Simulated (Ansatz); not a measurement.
SnSe at several levels of theory

One geometry, relaxed with PBE+D3(BJ), and single points on it; plane waves with PAW potentials in Ansatz, scalar-relativistic unless the row names spin-orbit coupling. No spin polarisation. Meshes are on the primitive cell of 8 atoms. Gaps are the least over mesh and band path; pressure is positive in compression. Smearing is Gaussian, 0.02 eV. Rows that don't name D3 lack it, which shows in their pressure.

```cif
data_structure
_symmetry_space_group_name_H-M 'Pnma'
_symmetry_Int_Tables_number 62
_cell_length_a 11.4816
_cell_length_b 4.1675
_cell_length_c 4.3863
_cell_angle_alpha 90.000
_cell_angle_beta 90.000
_cell_angle_gamma 90.000
_cell_volume 209.88
loop_
_atom_site_label
_atom_site_type_symbol
_atom_site_symmetry_multiplicity
_atom_site_Wyckoff_symbol
_atom_site_fract_x
_atom_site_fract_y
_atom_site_fract_z
_atom_site_occupancy
Sn1 Sn 4 c 0.11763 0.25000 0.09534 1
Se1 Se 4 c 0.35698 0.25000 0.02303 1
```

```
     level cutoff (eV) k mesh gap (eV) pressure (GPa) rough cost with bands (core-min)
PBE+D3(BJ)          420   4×8×8      0.43             0.0                                 6
```

Problem. What do r2SCAN, PBEsol give on the same cell?

Solution.
| level | cutoff (eV) | k mesh | gap (eV) | pressure (GPa) | rough cost with bands (core-min) |
| --- | --- | --- | --- | --- | --- |
| r2SCAN | 500 | 4×8×8 | 0.73 | 1.2 | 8 |
| PBEsol | 420 | 4×8×8 | 0.37 | -0.8 | 6 |